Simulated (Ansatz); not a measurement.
input.yaml

```yaml
crystal:
  lattice:
    - [2.7180309423, 0.0115081716, -0.0225460573]
    - [-1.3490491022, 2.336630102, 0.0451011847]
    - [-0.0728515881, 0.1262164937, 8.4929755634]
  atoms:
    - { symbol: Re, position: [0.0016801866, 0.0108029028, -0.0059409981] }
    - { symbol: Re, position: [0.3353848895, 0.6577296403, 0.2559409981] }
    - { symbol: Re, position: [-0.0016801866, 0.0091227161, 0.4940590019] }
    - { symbol: Re, position: [0.6646151105, 0.3223447408, 0.7559409981] }
basis:
  ecutwfc: 420
kpoints:
  mp_grid: { grid: [16, 16, 6] }
hamiltonian:
  xc: pbe
scf:
  occupations: { method: gaussian, width: 0.1 }
output:
  forces: true
  stress: true
  eigenvalues: true
```

Command:
```bash
ansatz run input.yaml --threads 1 --pin off --max-ram 1331MiB --backend cpu --events-out ev --progress --plain --runs-dir out
```

The calculation used DFT PBE, scalar-relativistic, plane waves, PAW (Ansatz).

Part of what the program printed, abridged (final results; tables in files aren't shown):

```
SCF 1 converged in 6 iterations: F = -43471.260128 eV  dr2 = 6.20e-9
SCF converged after 6 iterations
Free energy (F): -43471.260128 eV
Harris-Foulkes:  -43471.260128 eV  (|F-HF|=2.02e-9)
Internal energy: -43471.248029 eV  (E = F + TS)
E sigma→0 (E₀):  -43471.254078 eV
Entropy (-TS):   -0.012099 eV (-3.025 meV/atom)
Fermi energy:    26.569985 eV
--- Per-component energies (eV) ---
  E_band       = -145.532531
  E_kinetic    = 2192.203869
  E_local      = -2780.598161  (includes V_loc(G=0)·N_el)
  E_nonlocal   = 193.961334
  E_hartree    = 1026.928077
  E_xc         = -1625.114852
  E_vxc        = -1228.316318  (∫ρ·V_xc dr)
  E_paw        = -34637.787316  (= ΣΔE_a)
  E_vpaw       = -576.639057  (= ΣTr[D̂ρ^β])
  E_aug_tail   = -0.000305  (compensation charges beyond the density's cutoff)
  E_ewald      = -7840.840675
  E_smearing   = -0.012099  (= −TS)
--- Forces (eV/Å), atoms counted from 1 ---
  atom   1  Re     0.33070854    -0.53289364     1.79571030
  atom   2  Re    -0.26001670     0.57370722    -1.79571585
  atom   3  Re     0.29614524    -0.55284877     1.79571030
  atom   4  Re    -0.36683675     0.51203463    -1.79571584
--- Stress (GPa, compression-positive) ---
       40.924113      -2.278237       5.284187
       -2.278237      43.554794      -9.152479
        5.284187      -9.152479      62.556983
  P = ⅓ Tr σ = 49.0120 GPa (490.120 kbar)
--- Band table (eV; the first three rows and the last of 418) ---
  k-point 0: bands = ["-53.2687", "-53.2036", "-53.1082", "-53.0416", "-16.1265", "-15.4761", "-15.0214", "-14.7383", "-14.7126", "-14.6267", "-14.6008", "-14.5402", "-14.5218", "-14.4309", "-14.4287", "-14.2720", "16.0606", "18.5737", "18.7553", "19.2039", "23.3541", "24.0228", "24.0408", "24.1616", "24.2687", "24.6685", "24.8948", "24.9303", "25.0847", "25.3399", "25.3471", "26.9875", "27.1113", "27.8359", "28.0986", "28.1771"]
  k-point 1: bands = ["-53.2656", "-53.2105", "-53.1012", "-53.0448", "-16.0996", "-15.5688", "-14.9246", "-14.7348", "-14.7112", "-14.6346", "-14.6103", "-14.5307", "-14.5126", "-14.4371", "-14.4309", "-14.3011", "16.1581", "18.0857", "19.0757", "19.2212", "23.5058", "24.0563", "24.0825", "24.2037", "24.3220", "24.7550", "24.8459", "24.8540", "24.9955", "25.2770", "25.2798", "27.0915", "27.2097", "27.5664", "28.1257", "28.2066"]
  k-point 2: bands = ["-53.2565", "-53.2259", "-53.0855", "-53.0541", "-16.0208", "-15.7366", "-14.7492", "-14.7231", "-14.7100", "-14.6463", "-14.6274", "-14.5130", "-14.4976", "-14.4642", "-14.4339", "-14.3745", "16.4436", "17.4653", "19.2632", "19.2634", "23.8637", "24.1504", "24.1925", "24.2997", "24.4450", "24.6399", "24.6481", "24.7813", "24.9702", "25.1030", "25.3911", "26.8860", "27.3263", "27.4175", "28.1320", "28.2040"]
  k-point 417: bands = ["-53.0992", "-53.0992", "-53.0249", "-53.0249", "-15.9200", "-15.9200", "-15.8342", "-15.8342", "-15.0394", "-15.0394", "-14.9555", "-14.9555", "-14.7316", "-14.7316", "-14.5969", "-14.5969", "19.6679", "19.6679", "19.8928", "19.8928", "20.6835", "20.6835", "23.7118", "23.7118", "24.8494", "24.8494", "25.8863", "25.8863", "27.0468", "27.0468", "29.6868", "29.6868", "30.7449", "30.7449", "31.3521", "31.3521"]
```

The calculation finished and met its thresholds.

Spin–orbit coupling is left out, which can shift energies with elements as heavy as these.